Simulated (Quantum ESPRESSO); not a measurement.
# MgO (Fm-3m) in Quantum ESPRESSO: single point with vdW-DF3-opt1

Aim: the single point of MgO with vdW-DF3-opt1.

Program: Quantum ESPRESSO 7.5. These are calculated values, not measurements. Logs are shortened: lines on timing, memory, paths and dates and some standing lists are left out, and cuts for length are marked.

**Experimental background.**

From “Electronic structure of alkaline earth and post-transition metal oxides”, 2009, arxiv:0908.1581, for a bulk crystal of MgO: band gap 7.83 eV.

How close the calculation comes is told below.

## (1) The structure

It takes space group Fm-3m (No. 225, cubic). Conventional cell: a = 4.194 Å, b = 4.194 Å, c = 4.194 Å, α = 90.00°, β = 90.00°, γ = 90.00°. Mg (site symmetry m-3m) is surrounded by 6 O at 2.10 Å. O (site symmetry m-3m) is surrounded by 6 Mg at 2.10 Å.

The cell is a database's computed one.

## (2) Single point, vdW-DF3-opt1

pw.in

```
&CONTROL
  calculation = 'scf'
  prefix = 'pwscf'
  outdir = './tmp'
  pseudo_dir = './pseudo'
  tprnfor = .true.
  tstress = .true.
  disk_io = 'nowf'
/
&SYSTEM
  space_group = 225
  A = 4.19400279
  nat = 2
  ntyp = 2
  ecutwfc = 88
  nbnd = 14
  input_dft = 'vdw-df3-opt1'
  occupations = 'fixed'
/
&ELECTRONS
  conv_thr = 4d-10
  electron_maxstep = 120
  mixing_beta = 0.5
/
ATOMIC_SPECIES
Mg    24.3050 Mg_ONCV_PBE-1.2.upf
O     15.9990 O_ONCV_PBE-1.2.upf
ATOMIC_POSITIONS crystal_sg
Mg     0.0000000000    0.0000000000    0.0000000000
O      0.5000000000    0.0000000000    0.0000000000
K_POINTS automatic
11 11 11 0 0 0
```

Potentials or basis: SG15 PBE 1.2.

Command:

```bash
> OMP_NUM_THREADS=1 pw.x -in pw.in > pw.out
```

pw.out:

```text
This program is part of the open-source Quantum ESPRESSO suite
     for quantum simulation of materials; please cite
         "P. Giannozzi et al., J. Phys.:Condens. Matter 21 395502 (2009);
         "P. Giannozzi et al., J. Phys.:Condens. Matter 29 465901 (2017);
         "P. Giannozzi et al., J. Chem. Phys. 152 154105 (2020);
     in publications or presentations arising from this work. More details at

     IMPORTANT: XC functional enforced from input :
     Exchange-correlation= VDW-DF3-OPT1
                           (   1   4  45   0   3   0   0)
     Any further DFT definition will be discarded
     Please, verify this is what you really want

     G-vector sticks info
     --------------------
     sticks:   dense  smooth     PW     G-vecs:    dense   smooth      PW
     Sum         757     757    241                13851    13851    2421

     Using Slab Decomposition

     bravais-lattice index     =            2
     lattice parameter (alat)  =       7.9255  a.u.
     unit-cell volume          =     124.4580 (a.u.)^3
     number of atoms/cell      =            2
     number of atomic types    =            2
     number of electrons       =        16.00
     number of Kohn-Sham states=           14
     kinetic-energy cutoff     =      88.0000  Ry
     charge density cutoff     =     352.0000  Ry
     scf convergence threshold =      4.0E-10
     mixing beta               =       0.5000
     number of iterations used =            8  plain     mixing
     Exchange-correlation= VDW-DF3-OPT1
                           (   1   4  45   0   3   0   0)

     celldm(1)=   7.925517  celldm(2)=   0.000000  celldm(3)=   0.000000
     celldm(4)=   0.000000  celldm(5)=   0.000000  celldm(6)=   0.000000

     crystal axes: (cart. coord. in units of alat)
               a(1) = (  -0.500000   0.000000   0.500000 )
               a(2) = (   0.000000   0.500000   0.500000 )
               a(3) = (  -0.500000   0.500000   0.000000 )

     reciprocal axes: (cart. coord. in units 2 pi/alat)
               b(1) = ( -1.000000 -1.000000  1.000000 )
               b(2) = (  1.000000  1.000000  1.000000 )
               b(3) = ( -1.000000  1.000000 -1.000000 )

     PseudoPot. # 1 for Mg read from file:
     Mg_ONCV_PBE-1.2.upf
     Pseudo is Norm-conserving, Zval = 10.0
     Generated using ONCVPSP code by D. R. Hamann
     Using radial grid of  602 points,  4 beta functions with:
                l(1) =   0
                l(2) =   0
                l(3) =   1
                l(4) =   1

     PseudoPot. # 2 for O  read from file:
     O_ONCV_PBE-1.2.upf
     Pseudo is Norm-conserving, Zval =  6.0
     Generated using ONCVPSP code by D. R. Hamann
     Using radial grid of  602 points,  4 beta functions with:
                l(1) =   0
                l(2) =   0
                l(3) =   1
                l(4) =   1

     atomic species   valence    mass     pseudopotential
     Mg               10.00    24.30500     Mg( 1.00)
     O                 6.00    15.99900     O ( 1.00)

     48 Sym. Ops., with inversion, found

   Cartesian axes

     site n.     atom                  positions (alat units)
         1        Mg     tau(   1) = (   0.0000000   0.0000000   0.0000000  )
         2        O      tau(   2) = (  -0.5000000   0.5000000   0.5000000  )

     number of k points=    56
                       cart. coord. in units 2pi/alat
        k(    1) = (   0.0000000   0.0000000   0.0000000), wk =   0.0015026
        k(    2) = (  -0.0909091   0.0909091  -0.0909091), wk =   0.0120210
        k(    3) = (  -0.1818182   0.1818182  -0.1818182), wk =   0.0120210
        k(    4) = (  -0.2727273   0.2727273  -0.2727273), wk =   0.0120210
        k(    5) = (  -0.3636364   0.3636364  -0.3636364), wk =   0.0120210
        k(    6) = (  -0.4545455   0.4545455  -0.4545455), wk =   0.0120210
[... 48 lines left out ...]
        k(   55) = (   0.6363636  -0.0909091   1.0000000), wk =   0.0360631
        k(   56) = (   0.5454545   0.0000000   0.9090909), wk =   0.0360631

     Dense  grid:    13851 G-vectors     FFT dimensions: (  36,  36,  36)

     Initial potential from superposition of free atoms

     starting charge      15.9336, renormalised to      16.0000

     %%%%%%%%%%%%%%%%%%%%%%%%%%%%%%%%%%%%%%%%%%%%%%%%%%%%%%%%%%%%%%%%%%%%%%%%
     %                                                                      %
     % You are using vdW-DF, which was implemented by the Thonhauser group. %
     % Please cite the following two papers that made this development      %
     % possible and the two reviews that describe the various versions:     %
     %                                                                      %
     %   T. Thonhauser et al., PRL 115, 136402 (2015).                      %
     %   T. Thonhauser et al., PRB 76, 125112 (2007).                       %
     %   K. Berland et al., Rep. Prog. Phys. 78, 066501 (2015).             %
     %   D.C. Langreth et al., J. Phys.: Condens. Matter 21, 084203 (2009). %
     %                                                                      %
     % If you are calculating stress with vdW-DF, please also cite:         %
     %                                                                      %
     %   R. Sabatini et al., J. Phys.: Condens. Matter 24, 424209 (2012).   %
     %                                                                      %
     %%%%%%%%%%%%%%%%%%%%%%%%%%%%%%%%%%%%%%%%%%%%%%%%%%%%%%%%%%%%%%%%%%%%%%%%

     %%%%%%%%%%%%%%%%%%%%%%%%%%%%%%%%%%%%%%%%%%%%%%%%%%%%%%%%%%%%%%%%%%%%%%%%
     %                                                                      %
     %  vdW-DF NEWS:                                                        %
     %                                                                      %
     %  * vdW-DF3 is now available. DOI: 10.1021/acs.jctc.0c00471           %
     %    use with input_dft = 'vdW-DF3-opt1' or 'vdW-DF3-opt2'             %
     %                                                                      %
     %  * Unscreened and range-separated hybrid vdW-DF-cx functionals       %
     %    DOI: 10.1063/1.4986522 and 10.1088/1361-648X/ac2ad2               %
     %    use with input_dft = 'vdW-DF-cx0'    and 'vdW-DF-ahcx'            %
     %  * Unscreened and range-separated hybrid vdW-DF2-b86r functionals    %
     %    DOI: 10.1063/1.4986522 and DOI: 10.1103/PhysRevX.12.041003        %
     %    use with input_dft = 'vdW-DF2-br0' and 'vdW-DF2-ahbr'             %
     %                                                                      %
     %%%%%%%%%%%%%%%%%%%%%%%%%%%%%%%%%%%%%%%%%%%%%%%%%%%%%%%%%%%%%%%%%%%%%%%%

     Starting wfcs are random

     Self-consistent Calculation

     iteration #  1     ecut=    88.00 Ry     beta= 0.50
     Davidson diagonalization with overlap
     ethr =  1.00E-02,  avg # of iterations =  7.4

     total energy              =    -140.72364414 Ry
     estimated scf accuracy    <       0.33536402 Ry

     iteration #  2     ecut=    88.00 Ry     beta= 0.50
     Davidson diagonalization with overlap
     ethr =  2.10E-03,  avg # of iterations =  2.0
[... 43 lines left out ...]
     total energy              =    -140.82283339 Ry
     estimated scf accuracy    <          6.5E-10 Ry

     iteration #  9     ecut=    88.00 Ry     beta= 0.50
     Davidson diagonalization with overlap
     ethr =  4.09E-12,  avg # of iterations =  1.3

     End of self-consistent calculation

          k = 0.0000 0.0000 0.0000 (  1807 PWs)   bands (ev):

   -63.4070 -30.1044 -30.1044 -30.1044  -8.5199   8.7450   8.7450   8.7450
    13.6261  24.6405  24.6405  24.6405  28.6313  30.4398

          k =-0.0909 0.0909-0.0909 (  1762 PWs)   bands (ev):

   -63.4060 -30.1119 -30.1051 -30.1051  -8.4266   8.1934   8.6877   8.6877
    14.1552  23.5540  24.8440  24.8440  29.7990  29.7990
[... 163 lines left out ...]
   -63.3944 -30.1815 -30.1346 -30.1346  -6.9627   4.6801   7.4048   7.4048
    17.9988  18.8190  22.0098  27.8349  27.8349  34.4996

          k = 0.9091-0.0000 0.9091 (  1732 PWs)   bands (ev):

   -63.3942 -30.1810 -30.1386 -30.1342  -6.9201   4.7133   7.1259   7.4098
    18.1647  19.0998  21.9180  27.6709  27.7465  34.6942

          k =-0.1818 0.3636 0.0000 (  1751 PWs)   bands (ev):

   -63.4023 -30.1393 -30.1162 -30.1093  -7.9606   6.5563   8.0960   8.3912
    16.0954  21.1827  25.0638  25.9707  26.8365  30.6574

          k =-0.2727 0.4545-0.0909 (  1737 PWs)   bands (ev):

   -63.3999 -30.1584 -30.1220 -30.1117  -7.6337   5.6941   7.7203   8.2203
    17.0681  20.6677  24.3160  26.2054  27.3249  30.9185

          k =-0.3636 0.5455-0.1818 (  1736 PWs)   bands (ev):

   -63.3978 -30.1766 -30.1255 -30.1149  -7.3081   4.9241   7.4431   8.0379
    17.6508  20.8027  23.6232  25.9177  28.6226  31.2360

          k = 0.5455-0.3636 0.7273 (  1736 PWs)   bands (ev):

   -63.3965 -30.1876 -30.1269 -30.1174  -7.1007   4.4683   7.2999   7.9237
    17.8051  21.2093  23.2496  25.7153  29.7051  31.1464

          k =-0.1818 0.5455 0.0000 (  1734 PWs)   bands (ev):

   -63.3990 -30.1576 -30.1251 -30.1184  -7.5435   5.6624   7.6588   7.9664
    17.5621  19.8970  23.7133  26.4748  26.9084  32.1895

          k =-0.2727 0.6364-0.0909 (  1732 PWs)   bands (ev):

   -63.3971 -30.1700 -30.1319 -30.1214  -7.2622   5.1782   7.2033   7.7880
    18.3643  19.9351  22.8133  26.3158  27.7977  32.4066

          k = 0.6364-0.2727 0.8182 (  1735 PWs)   bands (ev):
[... 11 lines left out ...]
   -63.3963 -30.1742 -30.1409 -30.1187  -7.1067   5.0238   6.6283   7.8520
    18.7347  20.6638  22.4267  26.0430  29.3231  30.3785

          k = 0.3636 0.0000 0.5455 (  1730 PWs)   bands (ev):

   -63.3979 -30.1667 -30.1337 -30.1145  -7.3513   5.3246   7.0717   8.0501
    18.1043  20.3973  23.2369  26.3311  27.9945  30.9067

          k =-0.1818 0.7273 0.0000 (  1727 PWs)   bands (ev):

   -63.3961 -30.1714 -30.1334 -30.1284  -7.1629   5.0778   7.2962   7.5491
    18.8019  18.9720  22.2792  26.7830  27.7072  33.8211

          k = 0.7273-0.1818 0.9091 (  1730 PWs)   bands (ev):

   -63.3950 -30.1740 -30.1418 -30.1303  -6.9900   5.0158   6.7371   7.4294
    19.0011  19.8548  21.7526  26.2772  28.2503  33.6924

          k = 0.6364-0.0909 0.8182 (  1731 PWs)   bands (ev):
[... 31 lines left out ...]
   -63.3943 -30.1695 -30.1484 -30.1354  -6.8948   5.2257   6.3818   7.0931
    19.6401  20.3680  21.2930  25.2556  29.3024  32.7613

          k = 0.5455 0.0000 0.9091 (  1738 PWs)   bands (ev):

   -63.3943 -30.1616 -30.1581 -30.1348  -6.8734   5.6182   5.8268   7.0902
    20.0979  20.7882  21.0498  24.7148  30.0904  31.4678

     highest occupied, lowest unoccupied level (ev):     8.7450   13.6261

!    total energy              =    -140.82283339 Ry
     estimated scf accuracy    <          1.1E-10 Ry

     The total energy is the sum of the following terms:
     one-electron contribution =     -55.81108966 Ry
     hartree contribution      =      31.33406640 Ry
     xc contribution           =     -21.17104454 Ry
     ewald contribution        =     -95.17476559 Ry

     convergence has been achieved in   9 iterations

     Forces acting on atoms (cartesian axes, Ry/au):

     atom    1 type  1   force =     0.00000000    0.00000000    0.00000000
     atom    2 type  2   force =     0.00000000    0.00000000    0.00000000

     Total force =     0.000000     Total SCF correction =     0.000000

     Computing stress (Cartesian axis) and pressure

          total   stress  (Ry/bohr**3)                   (kbar)     P=       12.95
   0.00008802  -0.00000000  -0.00000000           12.95       -0.00       -0.00
  -0.00000000   0.00008802   0.00000000           -0.00       12.95        0.00
  -0.00000000   0.00000000   0.00008802           -0.00        0.00       12.95

=------------------------------------------------------------------------------=
   JOB DONE.
=------------------------------------------------------------------------------=
```

It took 82 s on 1 thread of Arm Neoverse V1, shared host; peak memory 0.09 GiB.

What came out:

* Free energy: -1915.9923 eV
* Pressure: 1.3 GPa
* Band gap on the k mesh: 4.88 eV, direct

Caveat: the potentials were made for another functional, which shifts forces and pressure.

## (3) Against experiment

Step 2. A measured gap of MgO is 7.83 eV (quoted in “Electronic structure of alkaline earth and post-transition metal oxides”, 2009, arxiv:0908.1581); the calculated 4.88 eV misses it by -2.95 eV. The value is that of vdW-DF3-opt1, without temperature or zero-point motion. The cell is a database's relaxed one, not the measured one, which moves gaps too.
